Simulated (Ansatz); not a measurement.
**Is this Cd₄F stable against decomposition?**

All numbers below come from Ansatz 0.2.0, DFT PBE, scalar-relativistic, plane waves, PAW. Settings: cutoff 420 eV, Γ-centred meshes spaced at most about 0.3 Å⁻¹, and about 0.25 Å⁻¹ or finer for metals (2π included), Gaussian smearing. No spin polarisation.

The zero of energy is the elements' standard structures at the same level (F₂ as a molecule); no fitted shifts are applied.

All energies are static (0 K, no zero-point motion).

The competitors are the elements and 1 reference phase of this chemical system (from databases or known types: CdF2), relaxed at the same level; other known phases may be missing.

The candidate was reached from: ordered vacancies on the anion sites of antifluorite.

```cif
data_structure
_symmetry_space_group_name_H-M 'P4/mmm'
_symmetry_Int_Tables_number 123
_cell_length_a 4.1690
_cell_length_b 4.1690
_cell_length_c 6.8370
_cell_angle_alpha 90.000
_cell_angle_beta 90.000
_cell_angle_gamma 90.000
_cell_volume 118.83
loop_
_atom_site_label
_atom_site_type_symbol
_atom_site_symmetry_multiplicity
_atom_site_Wyckoff_symbol
_atom_site_fract_x
_atom_site_fract_y
_atom_site_fract_z
_atom_site_occupancy
Cd1 Cd 4 i 0.50000 0.00000 0.27657 1
F1 F 1 a 0.00000 0.00000 0.00000 1
```

The lowest competing mixture at this composition:

```csv
phase,space group,source,share of atoms,ΔE_f (eV/atom)
Cd,-,element,0.7000,-0.0026
CdF2,Fm-3m (No. 225),COD,0.3000,-2.177
```

The lowest database cell of Cd (-0.0026) lies slightly below the reference, hence the non-zero entry.

Problem. What are the hull's energy here, the candidate's formation energy and its margin?

Solution. The hull lies at -0.655 eV/atom, the weighted sum of the last column. The candidate has -0.398 eV/atom, which is 0.26 eV/atom above it. The candidate matches no cell in the subsets of the Crystallography Open Database and the Materials Project at hand. The margin is far too high for a likely synthesis.
